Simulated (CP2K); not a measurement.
## Ag under changes of volume

One of the cells (17.048 Å³/atom); the others are scaled copies at fixed shape and fractional positions:

```
CELL_PARAMETERS angstrom
2.88888 0.00000 0.00000
1.44444 2.50185 0.00000
1.44444 0.83395 2.35876
ATOMIC_POSITIONS crystal
Ag 0.00000 0.00000 0.00000
```

* Program: CP2K 2026.2
* Functional: r2SCAN
* Potentials or basis: POTENTIAL_UZH Ag GTH-SCAN-q11; TZVP-MOLOPT-SCAN-GTH basis
* Density cutoff: 9184 eV
* k mesh: 11 × 11 × 11
* Occupations: fermi-dirac, width 0.01 eV
* Spin: no spin polarisation

```tsv
volume (Å³/atom)	energy over the lowest point (meV/atom)	pressure (GPa)
16.025	38.38	10.7
16.366	?	?
16.707	7.15	4.3
17.048	0.96	1.6
17.389	0.00	-0.7
17.730	3.62	-2.7
18.071	9.78	-4.1
```

Task: What does the run at 16.366 Å³/atom give?

Result: Energy over the lowest point 19.35 meV/atom; pressure 7.3 GPa.

Worked out: A Birch-Murnaghan fit of order 3 (a polynomial in V^(-2/3)) to the other rows has its minimum at 17.29 Å³/atom with B0 = V·E''(V) = 104 GPa (rough, since the energies scatter). It gives 19.04 meV/atom at 16.366 Å³/atom, against the run's 19.35, and -dE/dV = 7.3 GPa, against 7.3.

Energies are extrapolated to zero smearing.

Caveats: the basis of atomic orbitals isn't converged, which shifts pressures, moduli and gaps.
